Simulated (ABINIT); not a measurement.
Runs of ABINIT 10.8.3 (patched build) on SiC. It takes space group P6_3mc (No. 186, hexagonal). Conventional cell: a = 3.076 Å, b = 3.076 Å, c = 10.071 Å, α = 90.00°, β = 90.00°, γ = 120.00°. Around Si (site symmetry 3m) lie 4 C at 1.88 to 1.89 Å. Around Si (site symmetry 3m) lie 4 C at 1.88 to 1.89 Å. C (site symmetry 3m) is surrounded by 4 Si at 1.88 to 1.89 Å. Around C (site symmetry 3m) lie 4 Si at 1.88 to 1.89 Å. The cell is a database's computed one.

```csv
task,level,potentials or basis,k mesh,cutoff (eV),fine-grid cutoff,gap on the mesh (eV),pressure (GPa),largest force (eV/Å)
band structure,HCTH407,JTH PAW PBE v2.0,10 × 10 × 3,544,1088.46 eV,2.56,(a),0.02
band structure,LDA,JTH PAW LDA v2.0,10 × 10 × 3,544,1088.46 eV,2.18,-4.1,0.01
single point,PBE,JTH PAW PBE v2.0,10 × 10 × 3,517,1034.03 eV,2.23,3.4,0.01
single point,PBE,JTH PAW PBE v2.0,8 × 8 × 2,544,1088.46 eV,2.23,3.4,-
band structure,LDA-VWN,JTH PAW LDA v2.0,10 × 10 × 3,544,1088.46 eV,2.18,-4.2,0.01
single point,LDA,JTH PAW LDA v2.0,6 × 6 × 2,544,1088.46 eV,(b),-4.1,0.01
single point,LDA,JTH PAW LDA v2.0,13 × 13 × 4,544,1088.46 eV,2.23,-4.1,0.01
```

Alike in all rows: no spin polarisation; cell as given; smearing fermi-dirac 0.05 eV.

Problem. Estimate the missing entries.

Solution. (a) 0.5; (b) 2.17.

Caveats: an odd mesh through Γ misses points on the zone boundary, where band edges often lie (some runs); the PAW data sets were made with another functional, which shifts forces and pressure a little (some runs).

Not every run made on this cell is shown here.
